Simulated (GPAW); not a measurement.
FeGe:

```
Ge Fe
1.0
     4.99760    0.00000    0.00000
    -2.49880    4.32805    0.00000
     0.00000    0.00000    4.11576
Ge Fe
3 3
Direct
  0.66667 0.33333 0.50000
  0.33333 0.66667 0.50000
  0.00000 0.00000 0.00000
  0.00000 0.50000 0.00000
  0.50000 0.50000 0.00000
  0.50000 0.00000 0.00000
```

The cell is a database's computed one.

| Quantity | Value |
| --- | --- |
| Program | GPAW 26.7.0 |
| Task | relaxation of cell and atoms |
| Functional | RPBE |
| Dispersion | D4 |
| Potentials or basis | the program's PAW data sets (release 1.2.1) made for this functional |
| Cutoff | 600 eV |
| Basis | pw |
| k mesh | 4 × 4 × 4 |
| Occupations | fermi-dirac, width 0.05 eV |
| Spin | collinear spin, ferromagnetic start |
| Starting moments | [0.0, 0.0, 0.0, 3.0, 3.0, 3.0] μB |

At the start: pressure -6.0 GPa; volume 14.84 Å³/atom.

Problem. Where does the relaxation end?

Solution. Over 6 steps the energy falls by 13.3 meV/atom and the volume is 14.09 Å³/atom (-5.0 %); space group P6/mmm (No. 191, to 0.05 Å); moment 4.20 μB per cell.

Step by step:
```
step  energy change (eV)  largest force (eV/Å)  pressure (GPa)  volume (Å³)
   1              0.0000                0.0000           -6.00        89.02
   2             -0.0121                0.0000           -5.59        88.67
   3             -0.0765                0.0001            0.97        84.26
   4             -0.0792                0.0001           -0.08        84.86
   5             -0.0793                0.0001           -0.06        84.83
   6             -0.0797                0.0002            0.06        84.54
```

Final structure:
```
Ge Fe
1.0
     4.92944    0.00001    0.00000
    -2.46471    4.26902    0.00000
     0.00000    0.00000    4.01753
Ge Fe
3 3
Direct
  0.66667 0.33333 0.50000
  0.33333 0.66667 0.50000
  0.00000 0.00000 0.00000
  0.00000 0.50000 0.00000
  0.50000 0.50000 0.00000
  0.50000 0.00000 0.00000
```

Caveat: the k mesh is coarse (spacing up to 0.38 Å⁻¹), so the values aren't converged; each step starts from the last one's moments, so a moment once lost doesn't come back; later steps reuse the first step's grids; pairwise dispersion overbinds metals, which lowers pressure and volume.
